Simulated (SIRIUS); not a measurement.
# CoO (Fm-3m) in SIRIUS: further runs

The runs below take CoO through single point, with PBE+U.

All numbers are computed with SIRIUS 7.12.0; they aren't measurements. Logs are shortened: lines on timing, memory, paths and dates and some standing lists are left out, and cuts for length are marked. The log counts tension as positive stress, the text compression.

### 1 The structure

Symmetry: Fm-3m, No. 225, cubic system. Conventional cell: a = 4.263 Å, b = 4.263 Å, c = 4.263 Å, α = 90.00°, β = 90.00°, γ = 90.00°. Co (site symmetry m-3m) has 6 O at 2.13 Å as nearest neighbours. O (site symmetry m-3m) is surrounded by 6 Co at 2.13 Å.

### 2 Single point, PBE+U, collinear spin, ferromagnetic start

sirius.json reads:

```json
{
  "control": {
    "processing_unit": "cpu",
    "verbosity": 2,
    "num_bands_to_print": 19,
    "print_forces": true,
    "print_stress": true
  },
  "parameters": {
    "electronic_structure_method": "pseudopotential",
    "xc_functionals": ["XC_GGA_X_PBE", "XC_GGA_C_PBE"],
    "gk_cutoff": 9.8,
    "pw_cutoff": 19.6,
    "ngridk": [8, 8, 8],
    "shiftk": [0, 0, 0],
    "smearing": "fermi_dirac",
    "smearing_width": 0.0018374661,
    "num_bands": 19,
    "num_mag_dims": 1,
    "num_dft_iter": 100,
    "energy_tol": 1e-08,
    "density_tol": 1e-06,
    "hubbard_correction": true
  },
  "iterative_solver": {
    "type": "davidson",
    "min_tolerance": 1e-10
  },
  "mixer": {
    "type": "anderson",
    "beta": 0.5,
    "max_history": 8
  },
  "settings": {
    "tol_ne": 1e-10,
    "pseudo_grid_cutoff": 6.5,
    "smooth_initial_mag": true
  },
  "unit_cell": {
    "lattice_vectors": [
      [0.0, 4.02795123464, 4.02795123464],
      [4.02795123464, 0.0, 4.02795123464],
      [4.02795123464, 4.02795123464, 0.0]
    ],
    "atom_coordinate_units": "lattice",
    "atom_types": ["Co", "O"],
    "atom_files": {
      "Co": "Co.json",
      "O": "O.json"
    },
    "atoms": {
      "Co": [
        [0.0, 0.0, 0.0, 0.0, 0.0, 2.0]
      ],
      "O": [
        [0.5, 0.5, 0.5, 0.0, 0.0, 0.0]
      ]
    }
  },
  "hubbard": {
    "simplified": true,
    "subspace_method": "full_orthogonalization",
    "local": [
      {
        "atom_type": "Co",
        "n": 3,
        "l": 2,
        "U": 0.07349864,
        "J": 0.0,
        "total_initial_occupancy": 7
      }
    ]
  }
}
```

Potentials or basis: PseudoDojo 0.4.1 PBE standard (scalar relativistic).

The run is started by

```
$ upf_to_json Co.upf
$ upf_to_json O.upf
$ # the labels of the atomic orbitals (3D, 4S, ...) are then added to the .json files where the converter dropped them
$ OMP_NUM_THREADS=1 sirius.scf --input=sirius.json --output=out.json --task=0
```

Log:

```text
[info] SIRIUS version : 7.12.0
[info] number of MPI ranks           : 1
[info] MPI grid                      : 1 1
[info] maximum number of OMP threads : 1
[fft] FFT context for density and potential
[fft] =====================================
[fft]   comm size                             : 1
[fft]   plane wave cutoff                     : 19.6
[fft]   grid size                             : 40 40 40   total : 64000
[fft]   grid limits                           : -19 20   -19 20   -19 20
[fft]   number of G-vectors within the cutoff : 8265
[fft]   local number of G-vectors             : 8265
[fft]   number of G-shells                    : 476
[fft] FFT context for coarse grid
[fft] =====================================
[fft]   comm size                             : 1
[fft]   plane wave cutoff                     : 19.6
[fft]   grid size                             : 40 40 40   total : 64000
[fft]   grid limits                           : -19 20   -19 20   -19 20
[fft]   number of G-vectors within the cutoff : 8265
[fft]   local number of G-vectors             : 8265
[fft]   number of G-shells                    : 476
[unit cell] lattice vectors
[unit cell]   a1 :       0.0000000000      4.0279512346      4.0279512346
[unit cell]   a2 :       4.0279512346      0.0000000000      4.0279512346
[unit cell]   a3 :       4.0279512346      4.0279512346      0.0000000000
[unit cell] reciprocal lattice vectors
[unit cell]   b1 :      -0.7799480358      0.7799480358      0.7799480358
[unit cell]   b2 :       0.7799480358     -0.7799480358      0.7799480358
[unit cell]   b3 :       0.7799480358      0.7799480358     -0.7799480358
[unit cell] unit cell volume :       130.70211272 [a.u.^3]
[unit cell] 1/sqrt(omega)    :         0.08746991
[unit cell] MT volume        :         0.00000000 ( 0.00%)
[unit cell] IT volume        :       130.70211272 (100.00%)
[unit cell] number of atom types : 2
[unit cell] type id : 0 symbol : Co mt_radius :  13.870000 num_atoms : 1
[unit cell] type id : 1 symbol :  O mt_radius :   9.350000 num_atoms : 1
[unit cell] total number of atoms : 2
[unit cell] number of symmetry classes : 2
[unit cell] number of PAW atoms : 0
[unit cell] atom id  type id  class id             position                      vector_field
[unit cell] ------------------------------------------------------------------------------------------
[unit cell]      0        0        0      0.00000   0.00000   0.00000      0.00000   0.00000   2.00000
[unit cell]      1        1        1      0.50000   0.50000   0.50000      0.00000   0.00000   0.00000
[unit cell] atom id         position (Cartesian, a.u.)
[unit cell] ---------------------------------------------
[unit cell]      0       0.000000    0.000000    0.000000
[unit cell]      1       4.027951    4.027951    4.027951
[unit cell] class id : 0 atom id : 0
[unit cell] class id : 1 atom id : 1
[unit cell] minimum bond length:     4.027951
[unit cell] total number of pseudo wave-functions: 14
[sym] space group number   : 225
[sym] international symbol : Fm-3m
[sym] Hall symbol          : -F 4 2 3
[... 515 lines left out ...]
[find] Free energy (E-TS)             :    -169.49889979 (Ha),    -338.99779959 (Ry)
[find] band gap (eV)                  :       0.00000000
[find] Efermi                         :       0.50417225
[find] iteration : 17, RMS (target) : 3.9158e-08 (1.0000e-06) , energy difference (target) : -2.5381e-10 (1.0000e-08)
[find] bands are converged : true
[find] iterative solver converged : false
[find] converged after 18 SCF iterations!
[find] Charges and magnetic moments
[find] --------------------------------------------------------------------------------
[find] atom                moment                |moment|
[find] --------------------------------------------------------------------------------
[find]    0 [  0.00000,   0.00000,   2.40530]    2.405300
[find]    1 [  0.00000,   0.00000,   0.28771]    0.287709
[find] total charge          : 23.000000
[find] total moment          : [  0.00000,   0.00000,   2.98555], magnitude : 2.985549
[find] Energy
[find] --------------------------------------------------------------------------------
[find] valence_eval_sum               :     -11.29901735
[find] <rho|V^{XC}>                   :     -25.54746456
[find] <rho|E^{XC}>                   :     -32.23916475
[find] <mag|B^{XC}>                   :      -0.17518890
[find] <rho|V^{H}>                    :      91.27553681
[find] one-electron contribution      :     -76.64823126 (Ha),    -153.29646253 (Ry)
[find] hartree contribution           :      45.63776840
[find] xc contribution                :     -32.23916475
[find] ewald contribution             :    -106.28143086
[find] PAW contribution               :       0.00000000
[find] smearing (-TS)                 :      -0.00129771
[find] SCF correction                 :       0.00000000
[find] Hubbard energy                 :       0.03345638 (Ha),       0.06691276 (Ry)
[find] Hubbard one-el contribution    :      -0.20366944 (Ha),      -0.40733888 (Ry)
[find] Total energy                   :    -169.49760209 (Ha),    -338.99520417 (Ry)
[find] Free energy (E-TS)             :    -169.49889979 (Ha),    -338.99779959 (Ry)
[find] band gap (eV)                  :       0.00000000
[find] Efermi                         :       0.50417225
[ground_state] === stress tensor components [kbar] ===
[ground_state] === stress_kin ===
[ground_state] -119024.908192    0.000000    0.000000
[ground_state]     0.000000-119024.908192   -0.000000
[ground_state]     0.000000   -0.000000-119024.908192
[ground_state] === stress_har ===
[ground_state] -34243.499701    0.000000    0.000000
[ground_state]     0.000000-34243.499701   -0.000000
[ground_state]     0.000000   -0.000000-34243.499701
[ground_state] === stress_ewald ===
[ground_state] 79746.409018    0.000000    0.000000
[ground_state]     0.00000079746.409018    0.000000
[ground_state]     0.000000    0.00000079746.409018
[ground_state] === stress_vloc ===
[ground_state] 16190.822537    0.000000   -0.000000
[ground_state]     0.00000016190.822537    0.000000
[ground_state]    -0.000000    0.00000016190.822537
[ground_state] === stress_xc ===
[ground_state] -13781.240749    0.000000    0.000000
[ground_state]     0.000000-13781.240749   -0.000000
[ground_state]     0.000000   -0.000000-13781.240749
[ground_state] === stress_core ===
[ground_state] 32011.829620    0.000000    0.000000
[ground_state]     0.00000032011.829620    0.000000
[ground_state]     0.000000    0.00000032011.829620
[ground_state] === stress_nonloc ===
[ground_state] 39103.211161    0.000000   -0.000000
[ground_state]     0.00000039103.211161    0.000000
[ground_state]    -0.000000    0.00000039103.211161
[ground_state] === stress_us_nl ===
[ground_state] 39103.211161    0.000000   -0.000000
[ground_state]     0.00000039103.211161    0.000000
[ground_state]    -0.000000    0.00000039103.211161
[ground_state] === stress_hubbard ===
[ground_state]     1.895304    0.000000    0.000000
[ground_state]     0.000000    1.895304    0.000000
[ground_state]     0.000000    0.000000    1.895304
[ground_state] === stress_total ===
[ground_state]     4.518998    0.000000    0.000000
[ground_state]     0.000000    4.518998   -0.000000
[ground_state]     0.000000   -0.000000    4.518998
[ground_state] ==== total Forces in Ha/bohr =====
[ground_state] atom:    0, force:       0.0000000      0.0000000      0.0000000
[... 14 lines left out ...]
[ground_state] atom:    0, force:       0.0000000      0.0000000      0.0000000
[ground_state] atom:    1, force:       0.0000000      0.0000000      0.0000000
[ground_state] ==== contribution from Hubbard correction =====
[ground_state] atom:    0, force:       0.0000000      0.0000000      0.0000000
[ground_state] atom:    1, force:       0.0000000      0.0000000      0.0000000
[~DFT_ground_state] local op. applied: 39074
[~DFT_ground_state] evp. work count: 8309.27
[~DFT_ground_state] number of iterative solver steps: 1652
```

It took 46 s on 1 thread of Intel Xeon 6975P-C (Granite Rapids), shared host; peak memory 0.3 GiB.

Results:

| Property | Result |
| --- | --- |
| Free energy | -4612.3000 eV |
| Pressure | -0.5 GPa |
| Band gap on the k mesh | none (metal or under the smearing width) |
| Net moment | 2.99 μB per cell |
| Absolute moment | 3.01 μB per cell |

Eigenvalues of the final occupation matrices:
```
  site  spin  trace               eigenvalues
site 1     1   4.99  1.00 1.00 1.00 1.00 1.00
site 1     2   2.38  0.15 0.15 0.69 0.69 0.69
```

Caveat: a cell with one magnetic atom can't hold antiferromagnetic order, which such compounds often take.

### 3 Single point, PBE+U, collinear spin, ferromagnetic start

sirius.json, as its differences from that of step 2:

```diff
@@ -67,3 +67,3 @@
         "l": 2,
-        "U": 0.07349864,
+        "U": 0.14699729,
         "J": 0.0,
```

Potentials or basis: PseudoDojo 0.4.1 PBE standard (scalar relativistic).

The run is started by

```
$ upf_to_json Co.upf
$ upf_to_json O.upf
$ # the labels of the atomic orbitals (3D, 4S, ...) are then added to the .json files where the converter dropped them
$ OMP_NUM_THREADS=1 sirius.scf --input=sirius.json --output=out.json --task=0
```

Wall time 49 s (1 thread of Intel Xeon 6975P-C (Granite Rapids), shared host); peak memory 0.3 GiB.

It converged, with:

```
Free energy            : -4611.4198 eV
Pressure               : 1.2 GPa
Band gap on the k mesh : none (metal or under the smearing width)
Net moment             : 2.91 μB per cell
Absolute moment        : 2.93 μB per cell
```

Eigenvalues of the final occupation matrices:
| site | spin | trace | eigenvalues |
| --- | --- | --- | --- |
| site 1 | 1 | 4.98 | 0.99 0.99 1.00 1.00 1.00 |
| site 1 | 2 | 2.38 | 0.12 0.12 0.71 0.71 0.71 |

Caveat: a cell with one magnetic atom can't hold antiferromagnetic order, which such compounds often take. The state reached can hang on the start; a lower one may exist.

### 4 Single point, PBE+U, collinear spin, ferromagnetic start

sirius.json, as its differences from that of step 3:

```diff
@@ -40,6 +40,7 @@
     "lattice_vectors": [
-      [0.0, 4.02795123464, 4.02795123464],
-      [4.02795123464, 0.0, 4.02795123464],
-      [4.02795123464, 4.02795123464, 0.0]
+      [0.0, 0.707106781187, 0.707106781187],
+      [0.707106781187, 0.0, 0.707106781187],
+      [0.707106781187, 0.707106781187, 0.0]
     ],
+    "lattice_vectors_scale": 5.6963832646,
     "atom_coordinate_units": "lattice",
@@ -67,3 +68,3 @@
         "l": 2,
-        "U": 0.14699729,
+        "U": 0.22049593,
         "J": 0.0,
```

The run is started by

```
$ upf_to_json Co.upf
$ upf_to_json O.upf
$ # the labels of the atomic orbitals (3D, 4S, ...) are then added to the .json files where the converter dropped them
$ OMP_NUM_THREADS=1 sirius.scf --input=sirius.json --output=out.json --task=0
```

Run time: 53 s. Hardware: 1 thread of Intel Xeon 6975P-C (Granite Rapids), shared host; peak memory 0.3 GiB.

It converged, with:

```
Free energy            : -4610.6142 eV
Pressure               : 2.9 GPa
Band gap on the k mesh : none (metal or under the smearing width)
Net moment             : 2.61 μB per cell
Absolute moment        : 2.63 μB per cell
```

Eigenvalues of the final occupation matrices:
```csv
site,spin,trace,eigenvalues
site 1,1,4.94,0.97 0.97 1.00 1.00 1.00
site 1,2,2.47,0.09 0.09 0.77 0.77 0.77
```

Caveat: a cell with one magnetic atom can't hold antiferromagnetic order, which such compounds often take. The state reached can hang on the start; a lower one may exist.

### 5 Overview

```tsv
U	gap on the mesh (eV)	pressure (GPa)	moment (μB)
Co d U = 2 eV	none	-0.5	2.99
Co d U = 4 eV	none	1.2	2.91
Co d U = 6 eV	none	2.9	2.61
```

Alike in all rows: task single point; level PBE+U; potentials or basis PseudoDojo 0.4.1 PBE standard (scalar relativistic); spin collinear, ferromagnetic start; cell as given; k mesh 8 × 8 × 8; cutoff (eV) 1307; smearing fermi-dirac 0.05 eV.

Every run on the cell as given and a fine mesh finds a metal.

Caveats: a cell with one magnetic atom can't hold antiferromagnetic order, which such compounds often take.

Absolute energies hang on the potentials; compare differences alone.
